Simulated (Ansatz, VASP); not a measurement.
## Two plane-wave programs on C

The input POSCAR:

```
C
1.0
    0.0000000000      1.7833700000      1.7833700000
    1.7833700000      0.0000000000      1.7833700000
    1.7833700000      1.7833700000      0.0000000000
C
2
Direct
    0.7500000000      0.7500000000      0.7500000000
    0.5000000000      0.5000000000      0.5000000000
```

Contents of INCAR.step1:

```
SYSTEM = C
ALGO = Normal ; EDIFF = 1E-8
EDIFFG = -0.002 ; ENCUT = 600
IBRION = 2 ; ISIF = 3
ISMEAR = -1 ; LASPH = .True.
LCHARG = .False. ; LREAL = .False.
LWAVE = .False. ; NELM = 100
NSW = 40 ; PREC = Accurate
SIGMA = 0.05
```

File INCAR.step2:

```
SYSTEM = C
ALGO = Normal ; EDIFF = 1E-8
ENCUT = 600 ; IBRION = 6
ISIF = 3 ; ISMEAR = -1
LASPH = .True. ; LCHARG = .False.
LREAL = .False. ; LWAVE = .False.
NELM = 100 ; NFREE = 2
NSW = 1 ; POTIM = 0.015
PREC = Accurate ; SIGMA = 0.05
```

Contents of KPOINTS:

```
k-points
0
Gamma
  10 10 10
  0 0 0
```

File input.yaml:

```yaml
crystal:
  lattice:
    - [0.0, 1.78337, 1.78337]
    - [1.78337, 0.0, 1.78337]
    - [1.78337, 1.78337, 0.0]
  atoms:
    - { symbol: C, position: [0.75, 0.75, 0.75] }
    - { symbol: C, position: [0.5, 0.5, 0.5] }
hamiltonian:
  xc: lda
  pseudopotentials: { kind: paw }
kpoints:
  mp_grid: { grid: [10, 10, 10] }
scf:
  occupations: { method: fixed }
output:
  forces: true
  stress: true
elastic:
  mode: relaxed_ion
  stencil: two_point
```

This isn't the form of C at room conditions, which is graphite.

Alike in both runs: task elastic constants; functional LDA; k mesh 10 × 10 × 10; no spin polarisation.

|  | VASP | Ansatz |
| --- | --- | --- |
| version | VASP 6.6.1 | Ansatz 0.2.0 |
| potentials or method | VASP PAW LDA potentials, release 64 (C) | Ansatz PAW |
| plane-wave cutoff (eV) | 600 | 420 |
| occupations | fermi-dirac, width 0.05 eV | fixed |
| valence electrons in the cell | 8 | 8 |

|  | VASP | Ansatz | Ansatz less VASP |
| --- | --- | --- | --- |
| elastic constant that differs most (GPa) | 1100 | 1041 | -59.5 |
| Voigt bulk modulus (GPa) | 465 | 421 | -44.2 |

Caveats: the cell is more than 3 GPa from zero pressure, which shifts response properties (Ansatz); the pressure holds a Pulay correction of +1.3 GPa for the finite cutoff (Ansatz); the PAW data sets come from PBE, with cores solved anew for the run's functional, which leaves a small shift of forces and pressure (Ansatz).
